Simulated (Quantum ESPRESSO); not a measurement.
## MnSi in Quantum ESPRESSO: the effect of functional

The system is MnSi.

```
CELL_PARAMETERS angstrom
0.00000 2.52722 2.52722
2.52722 0.00000 2.52722
2.52722 2.52722 0.00000
ATOMIC_POSITIONS crystal
Mn 0.00000 0.00000 0.00000
Si 0.25000 0.25000 0.25000
```

The cell was built by a generator and needn't be a form met in nature.

Alike in all runs:

| Quantity | Value |
| --- | --- |
| Program | Quantum ESPRESSO 7.5 |
| Task | phonons |
| Cutoff | 612 eV |
| Density cutoff | 4898 eV |
| k mesh | 6 × 6 × 6 |
| Occupations | cold, width 0.2 eV |
| Spin | collinear spin, ferromagnetic start |
| Starting moments | [4.0, 0.0] μB |

Each run relaxes the cell or the atoms first.

Task: One run gave: relaxed volume 20.72 Å³/atom; moment 2.72 μB. Which functional did it use?
A. PW91
B. PBEsol
C. LDA
D. WC
E. revPBE

Result: E.

```tsv
functional	potentials or basis	relaxed volume (Å³/atom)	moment (μB)
LDA	GBRV 1.5 LDA	17.80	2.16
PBE	GBRV 1.5 PBE	19.95	2.56
PBEsol	GBRV 1.5 PBEsol	18.78	2.36
WC	GBRV 1.5 PBE	18.89	2.37
PW91	GBRV 1.5 PBE	19.55	2.46
revPBE	GBRV 1.5 PBE	20.72	2.72
```

Caveats: the mesh is thin for the phonons of a metal; the volume moved by over 15 % at a fixed basis, so the end points are rough (some runs); the potentials were made for another functional, which shifts forces and pressure (some runs); the acoustic modes lie far from zero, so the frequencies are unreliable (some runs); some modes are imaginary (some runs).
